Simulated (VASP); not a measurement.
Set up this calculation in VASP 6.6.1, as the native input.

| Property | Result |
| --- | --- |
| Task | relaxation of cell and atoms |
| Functional | LDA |
| Potentials or basis | VASP PAW LDA potentials, release 64 (Nb_sv, As) |
| Cutoff | 350 eV |
| k mesh | 10 × 10 × 10 |
| Occupations | gaussian, width 0.1 eV |
| Spin | no spin polarisation |
| Further INCAR settings | ALGO = Normal; EDIFF = 1e-07; IBRION = 2; EDIFFG = -0.002; NSW = 80; ISIF = 3 |

The structure of NbAs lies in POSCAR:

```
NbAs
1.0
   -1.7258500000      1.7258500000      5.8400000000
    1.7258500000     -1.7258500000      5.8400000000
    1.7258500000      1.7258500000     -5.8400000000
Nb As
2 2
Direct
    0.0000000000      0.0000000000      0.0000000000
    0.7500000000      0.2500000000      0.5000000000
    0.4160000000      0.4160000000      0.0000000000
    0.1660000000      0.6660000000      0.5000000000
```

The input as run:

INCAR

```
SYSTEM = NbAs
PREC     = Accurate       ! precision mode
ENCUT    = 350            ! plane-wave cutoff, eV
EDIFF    = 1E-7           ! SCF threshold, eV
ISMEAR   = 0              ! smearing method
SIGMA    = 0.1            ! smearing width, eV
LREAL    = .FALSE.        ! projectors in reciprocal space
LASPH    = .TRUE.         ! aspherical terms in the spheres
NELM     = 80             ! most SCF steps
ALGO     = Normal         ! electronic algorithm
ISIF     = 3              ! what is computed and relaxed
LWAVE    = .FALSE.        ! write WAVECAR
LCHARG   = .FALSE.        ! write CHGCAR
IBRION   = 2              ! ionic algorithm
NSW      = 80             ! ionic steps
EDIFFG   = -0.002         ! ionic threshold
```

KPOINTS

```
regular mesh
0
G
  10 10 10
  0 0 0
```

Potentials or basis: VASP PAW LDA potentials, release 64 (Nb_sv, As).

Command:

```sh
$ cat potpaw_LDA.64/Nb_sv/POTCAR potpaw_LDA.64/As/POTCAR > POTCAR
$ mpirun -np 1 vasp_std > vasp.out
```

It gave:

```json
{
 "Relaxed volume": "16.85 Å³/atom",
 "Relaxed cell": "a = 6.251 Å, b = 6.251 Å, c = 6.251 Å, α = 148.26°, β = 148.26°, γ = 45.50°",
 "Space group after relaxing (to 0.05 Å)": "I4_1md (No. 109)",
 "Energy gained by relaxing": "11.5 meV/atom",
 "Ionic steps": "17",
 "Pressure after relaxing": "0.0 GPa",
 "Band gap on the k mesh": "none (metal or under the smearing width)"
}
```

Caveat: the cutoff is under 1.25 times the usual one of these potentials, so pressure, stress and relaxed cells hold a basis-set (Pulay) error.

Run time: 14 min on 1 thread of Intel(R) Xeon(R) Platinum 8488C (Sapphire Rapids), on a shared host, peak memory 0.25 GiB.
